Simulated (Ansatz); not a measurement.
TiSe: single point with r2SCAN0

TiSe:

```
Ti Se
1.0
     3.20359    0.00000    0.00000
     0.00000    3.20359    0.00000
     0.00000    0.00000    3.20359
Ti Se
1 1
Direct
  0.00000 0.00000 0.00000
  0.50000 0.50000 0.50000
```

The cell was built by a generator and needn't be a form met in nature.

```json
{"Program": "Ansatz 0.2.0", "Task": "single point", "Functional": "r2SCAN0", "Potentials or basis": "Ansatz PAW", "Cutoff": "500 eV (not typed: the program's choice for these potentials)", "k mesh": "4 × 4 × 4", "Occupations": "fermi-dirac, width 0.05 eV", "Spin": "no spin polarisation"}
```

* Pressure: -2.1 GPa
* Band gap on the k mesh: none (metal or under the smearing width)

Levels at points of the mesh, in eV from the Fermi level:
```tsv
k point	band 11	band 12	band 13	band 14	band 15	band 16	band 17	band 18
(0.00, 0.00, 0.00)	-2.67	-2.67	-2.47	-2.47	-2.47	2.80	2.80	2.80
(0.00, 0.00, -0.50)	-9.69	-3.26	-3.26	-1.98	2.82	3.11	5.22	5.22
(0.00, -0.50, -0.50)	-7.42	-7.42	-2.85	-0.55	1.52	1.52	2.41	2.98
(-0.50, -0.50, -0.50)	-7.52	-7.52	-7.52	2.90	2.90	3.02	3.02	3.02
```

Run time: 7.7 s on 1 × NVIDIA H100 80GB HBM3 with 2 threads of AMD EPYC 7R13 Processor (Zen 3), on a shared host, peak memory 1.6 GiB.

Caveat: the k mesh is coarse (spacing up to 0.49 Å⁻¹), so the values aren't converged, least of all with exact exchange; the PAW data sets come from PBE, with cores solved anew for the run's functional, which leaves a small shift of forces and pressure; the thresholds are loose for stress.
